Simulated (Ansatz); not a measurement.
Wurtzite BeO was calculated with B3LYP (VWN-RPA form) (Ansatz, a quantum-chemistry and plane-wave program, PAW).

Numerical settings: plane-wave cutoff 460 eV, 12×12×6 k mesh (along the axes of the cell as run), Fermi–Dirac smearing 0.01 eV, scalar-relativistic PAW data made under PBE.

Computed at the level's own relaxed cell.

```
CELL_PARAMETERS angstrom
      1.34944    -2.33729     0.00000
      1.34944     2.33729     0.00000
      0.00000     0.00000     4.38439
ATOMIC_POSITIONS crystal
  Be 0.66667 0.33333 0.50014
  Be 0.33333 0.66667 0.00014
  O  0.66667 0.33333 0.87786
  O  0.33333 0.66667 0.37786
```

### Question
List the 10 lowest band energies at Γ above −25 eV (eV, relative to the valence band maximum), grouping those that round alike.

### Answer
At Γ: -19.88, -18.01, -6.50, -1.07 (×2), -0.04 (×2), 0.00, 10.06, 14.10.

Note: the run warned that its exchange threshold was loose for the stress.
